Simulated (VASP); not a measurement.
Input of a VASP 6.6.1 run:

The input INCAR:

```
  ALGO = Fast
  EDIFF = 1E-6
  ENCUT = 520
  GGA = PS
  GGA_COMPAT = F
  ISIF = 2
  ISMEAR = 0
  LASPH = T
  LCHARG = F
  LNONCOLLINEAR = T
  LORBIT = 11
  LORBMOM = T
  LREAL = F
  LSORBIT = T
  LWAVE = F
  MAGMOM = 0 0 0
  NBANDS = 25
  NELM = 150
  PREC = Accurate
  SIGMA = 0.05
```

Contents of KPOINTS:

```
k-points
0
Gamma
  11 11 11
```

POSCAR

```
Pb
1.0
   -1.9796595667      1.9796595667      1.9796595667
    1.9796595667     -1.9796595667      1.9796595667
    1.9796595667      1.9796595667     -1.9796595667
Pb
1
Direct
    0.0000000000      0.0000000000      0.0000000000
```

Potentials or basis: VASP PAW PBE potentials, release 64 (Pb_d).

The run is started by

```sh
$ cat potpaw_PBE.64/Pb_d/POTCAR > POTCAR
$ mpirun -np 1 vasp_ncl > vasp.out
```

Task: Predict the net moment.

Result: 0.00 μB per cell.

Task: Predict the pressure.

Result: -1.4 GPa.

Moments on the atoms (μB; x, y, z):
```
Pb  0.00 0.00 0.00
```

Caveat: the PAW data sets were made with another functional, which shifts forces and pressure a little.
